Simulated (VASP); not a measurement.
Wanted: the native input for a VASP 6.6.1 run.

```yaml
Task: single point
Functional: LDA
Potentials_or_basis: VASP PAW LDA potentials, release 64 (Pb_d)
Cutoff: 520 eV
k_mesh: 19 × 19 × 19
Occupations: fermi-dirac, width 0.1 eV
Spin: no spin polarisation
Dipole_correction: no
Further_INCAR_settings: ALGO = Fast; EDIFF = 1e-06; NBANDS = 13
```

The structure of Pb lies in POSCAR:

```
Pb
1.0
   -1.9343387524      1.9343387524      1.9343387524
    1.9343387524     -1.9343387524      1.9343387524
    1.9343387524      1.9343387524     -1.9343387524
Pb
1
Direct
    0.0000000000      0.0000000000      0.0000000000
```

This isn't the form of Pb at room conditions, which is fcc.

These files were run (other wordings do the same):

INCAR

```
PREC = Accurate
ENCUT = 520
EDIFF = 1E-6
ISMEAR = -1
SIGMA = 0.1
LREAL = F
LASPH = T
NELM = 100
ALGO = Fast
ISIF = 2
LWAVE = F
LCHARG = F
NBANDS = 13
```

KPOINTS

```
regular mesh
0
Gamma
  19 19 19
```

Potentials or basis: VASP PAW LDA potentials, release 64 (Pb_d).

Command:

```bash
$ cat potpaw_LDA.64/Pb_d/POTCAR > POTCAR
$ mpirun -np 1 vasp_std > vasp.out
```

It gave:

| Property | Result |
| --- | --- |
| Pressure | 0.1 GPa |
| Band gap on the k mesh | none (metal or under the smearing width) |

Wall time 75 s on 1 thread of Intel(R) Xeon(R) Platinum 8259CL CPU @ 2.50GHz (Skylake/Cascade Lake), with other jobs on the host, peak memory 0.19 GiB.
